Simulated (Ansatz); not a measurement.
# Al: equation of state with RPBE+D3(BJ)

Crystal: Al.

```xyz
1
Lattice="0.0000 2.0248 2.0248 2.0248 0.0000 2.0248 2.0248 2.0248 0.0000" Properties=species:S:1:pos:R:3 pbc="T T T"
Al    0.0000    0.0000    0.0000
```

```yaml
Program: Ansatz 0.2.0
Task: equation of state
Functional: RPBE
Dispersion: D3(BJ)
Potentials_or_basis: Ansatz PAW
Cutoff: 420 eV
Density_cutoff: 1680 eV
k_mesh: 11 × 11 × 11
Occupations: tetrahedron
Spin: no spin polarisation
```

The equilibrium volume is outside the volumes run.

Energy against volume, from the lowest point:
| volume (Å³/atom) | energy (meV/atom) |
| --- | --- |
| 15.607 | 0.00 |
| 15.939 | 33.58 |
| 16.271 | 70.02 |
| 16.603 | 108.96 |
| 16.935 | 150.09 |
| 17.267 | 193.06 |
| 17.599 | 237.64 |

All runs of the series together: 2.9 s on 2 threads of Arm Neoverse V1, on a shared host.

Caveat: the potentials were made for another functional, which shifts forces and pressure.
